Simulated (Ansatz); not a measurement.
**Relaxation of Al$_{3}$Cu$_{2}$**

Theory: Ansatz, DFT r2SCAN, scalar-relativistic, plane waves, PAW. (500 eV cutoff, 12×12×8 k-mesh, Gaussian smearing of 0.10 eV, no spin polarisation)

What was changed: biaxial strain in the a-b plane, c and atoms relaxed: -3.0 %.

Command:

```bash
ansatz run input.yaml --threads 1 --pin off --max-ram 2560MiB --backend cpu --events-out ev --progress --plain --runs-dir out
```

Input:

```yaml
crystal:
  lattice:
    - [3.9787574277, 0.0, 0.0]
    - [-1.9893787138, 3.4457050078, 0.0]
    - [0.0, 0.0, 5.0796789015]
  atoms:
    - { symbol: Al, position: [0.0, 0.0, 0.0] }
    - { symbol: Al, position: [0.3333333333, 0.6666666667, 0.3499095097] }
    - { symbol: Al, position: [0.6666666667, 0.3333333333, 0.6500904903] }
    - { symbol: Cu, position: [0.3333333333, 0.6666666667, 0.8382170904] }
    - { symbol: Cu, position: [0.6666666667, 0.3333333333, 0.1617829096] }
basis:
  ecutwfc: 500
kpoints:
  mp_grid: { grid: [12, 12, 8] }
hamiltonian:
  xc: r2scan
scf:
  occupations: { method: gaussian, width: 0.1 }
output:
  forces: true
  stress: true
  eigenvalues: true
relax:
  adjacent_minimum: "off"
  f_tol: 0.008
  max_steps: 40
  cell: { stress_tol: 0.015, fix: [a, b, gamma] }
```

F is the free energy. Steps run on the plane waves of an earlier cell, but the last one, and at times one on the way, on a freshly chosen basis, so a repeated geometry can differ a little in energy. The held parts of the cell keep their stress, so P needn't end at zero.

Steps:

```tsv
step	F − F(1) (eV)	largest force component (eV/Å)	V (Å³/atom)	P (GPa)
1	0.0000	0.071	13.928	5.82
2	-0.0011	0.040	13.894	6.15
3	-0.0014	0.003	13.872	6.37
4	-0.0014	0.002	13.874	6.35
5	-0.0014	0.000	13.876	6.34
6	-0.0013	0.000	13.876	6.34
```

Relaxed structure:

```yaml
crystal:
  lattice:
    - [3.97876, 0.00000, 0.00000]
    - [-1.98938, 3.44571, 0.00000]
    - [0.00000, 0.00000, 5.06053]
  atoms:
    - { symbol: Al, position: [0.00000, 0.00000, 0.00000] }
    - { symbol: Al, position: [0.33333, 0.66667, 0.34988] }
    - { symbol: Al, position: [0.66667, 0.33333, 0.65012] }
    - { symbol: Cu, position: [0.33333, 0.66667, 0.83686] }
    - { symbol: Cu, position: [0.66667, 0.33333, 0.16314] }
```

It takes space group P-3m1 (No. 164, trigonal). Conventional cell: a = 3.979 Å, b = 3.979 Å, c = 5.061 Å, α = 90.00°, β = 90.00°, γ = 120.00°. Around Al (site symmetry -3m) lie 6 Cu at 2.44 Å. Al (site symmetry 3m) has 5 Cu at 2.46 to 2.60 Å and 3 Al at 2.75 Å as nearest neighbours. Cu (site symmetry 3m) has 8 Al at 2.44 to 2.60 Å as nearest neighbours.

The run converged. The run took 4 min on 1 thread of Intel(R) Xeon(R) Processor @ 2.70GHz (shared host), peak memory 0.72 GiB.